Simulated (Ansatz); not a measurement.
Field gradients against strain in PbI$_{2}$

```xyz
3
Lattice="4.5550 0.0000 0.0000 -2.2775 3.9447 0.0000 0.0000 0.0000 6.9770" Properties=species:S:1:pos:R:3 pbc="T T T"
Pb    0.0000    0.0000    0.0000
I     0.0000    2.6298    1.8489
I     2.2775    1.3149    5.1281
```

Atoms are numbered in the order listed.

The cell is COD entry 9009114, as deposited and not checked against the literature; nothing was relaxed.

Theory: DFT, PBEsol, all-electron PAW with datasets made for the crystal, scalar-relativistic (Ansatz 0.2.0).

Numerical set-up: a Γ-centred 8×8×5 k mesh, Fermi–Dirac smearing of 0.02 eV, cutoff 240 eV (chosen by the program for this cell), no spin polarisation.

The strain is applied along the Cartesian axes of the cell as listed (the other components stay zero). Fractional coordinates are held (clamped ions).

The columns are Cartesian components of the electric field gradient at the nuclei, in 10²¹ V/m².

Spin–orbit coupling is left out, which moves gradients at and beside heavy atoms by some per cent and at worst by a factor of two.

Only quantities that a quadratic follows smoothly over the whole series are listed; rougher ones are left out.

```csv
εzz,Vzz at Pb1,Vzz at I2
-0.0200,2.49,-0.80
-0.0100,2.12,-0.11
0.0000,1.75,0.58
0.0200,1.03,1.96
```

Question: Fit the series and give the gradient–strain slopes.

Answer: Least-squares fits y = p0 + p1 x + p2 x² to the rows give Vzz at Pb1: p1 = -36.5, p2 = 23; Vzz at I2: p1 = 69, p2 = -7.7e-13. The slopes p1 are in 10²¹ V/m² per unit strain, for clamped ions.

Question: One run, at εzz = 0.0100, is withheld. Predict its row.

Answer: The fits give 1.39, 1.27; the run gave 1.38, 1.27.
